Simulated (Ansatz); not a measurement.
Crystal: F, simple cubic type, 1 atom in the cell.

These are results of Ansatz, PBE, plane waves, PAW datasets (generated soft set 1), not measurements.

Cutoff 420 eV; k-mesh 25×25×25 Γ-centred; Fermi–Dirac smearing of 0.0612 eV; no spin polarisation.

(1) What equilibrium volume, lattice constant and bulk modulus does this give?

Results:

(1) V₀ = 10.531 Å³/atom (a₀ = 2.192 Å), B₀ = 61.5 GPa, B₀′ = 5.47. The points behind the fit:

| V (Å³/atom) | a (Å) | E − E(min) (meV/atom) | P (GPa) |
| --- | --- | --- | --- |
| 9.890 | 2.1465 | 8.56 | 4.56 |
| 10.100 | 2.1616 | 3.68 | 2.86 |
| 10.311 | 2.1765 | 0.93 | 1.37 |
| 10.521 | 2.1912 | 0.00 | 0.06 |
| 10.731 | 2.2057 | 0.70 | -1.10 |
| 10.942 | 2.2201 | 2.83 | -2.12 |
| 11.152 | 2.2342 | 6.22 | -3.01 |

The published all-electron PBE values for this crystal (mean of FLEUR and WIEN2k, k-spacing 0.06 Å⁻¹; Bosoni et al., Nat. Rev. Phys. 6, 45 (2024)) are V₀ = 10.521 Å³/atom, B₀ = 61.5 GPa, B₀′ = 5.44. This run's mesh is coarser (spacing 0.11 Å⁻¹), so part of any difference comes from k-sampling.

The stress includes the program's correction for the finite plane-wave basis.

This cubic structure is a model: it isn't the usual form of the substance at ambient conditions, and such phases are metastable or hypothetical. The k-mesh is modest, so these values aren't fully converged in k. Spin polarisation is left out, and a magnetic state may lie lower.
